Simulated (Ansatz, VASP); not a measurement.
## Two plane-wave programs on MgS

Contents of INCAR:

```
PREC     = Accurate       # precision mode
ENCUT    = 520            # plane-wave cutoff, eV
EDIFF    = 1E-6           # SCF threshold, eV
ISMEAR   = 0              # smearing method
SIGMA    = 0.01           # smearing width, eV
LREAL    = False          # projectors in reciprocal space
LASPH    = True           # aspherical terms in the spheres
NELM     = 60             # most SCF steps
ALGO     = Normal         # electronic algorithm
ISIF     = 2              # what is computed and relaxed
LWAVE    = False          # write WAVECAR
LCHARG   = False          # write CHGCAR
GGA      = PE             # functional
NBANDS   = 11             # bands
```

File KPOINTS:

```
regular mesh
0
Gamma
  6 6 6
```

File POSCAR:

```
MgS
1.0
    0.0000000000      2.8198312221      2.8198312221
    2.8198312221      0.0000000000      2.8198312221
    2.8198312221      2.8198312221      0.0000000000
Mg S
1 1
Direct
    0.0000000000      0.0000000000      0.0000000000
    0.7500000000      0.7500000000      0.7500000000
```

Input for Ansatz:

```yaml
crystal:
  lattice:
    - [0.0, 2.8198312221, 2.8198312221]
    - [2.8198312221, 0.0, 2.8198312221]
    - [2.8198312221, 2.8198312221, 0.0]
  atoms:
    - { symbol: Mg, position: [0.0, 0.0, 0.0] }
    - { symbol: S, position: [0.75, 0.75, 0.75] }
kpoints:
  mp_grid: { grid: [6, 6, 6] }
hamiltonian:
  xc: pbe
scf:
  occupations: { method: fixed }
  n_extra_bands: 4
output:
  forces: true
  stress: true
  eigenvalues: true
```

Alike in both runs: task single point; functional PBE; k mesh 6 × 6 × 6; no spin polarisation.

|  | VASP | Ansatz |
| --- | --- | --- |
| version | VASP 6.6.1 | Ansatz 0.2.0 |
| potentials or method | VASP PAW PBE potentials, release 64 (Mg, S) | plane waves, PAW |
| plane-wave cutoff (eV) | 520 | 420 |
| occupations | gaussian, width 0.01 eV | fixed |
| valence electrons in the cell | 8 | 16 |

```tsv
	VASP	Ansatz	Ansatz less VASP
gap on the k mesh at the Fermi level (eV)	3.52	3.52	+0.008
pressure (GPa)	1.7	1.8	+0.15
```

The two sets of potentials don't hold the same shells in valence.

A k mesh can miss the band edges. As with any semilocal functional, this PBE gap is likely too small.
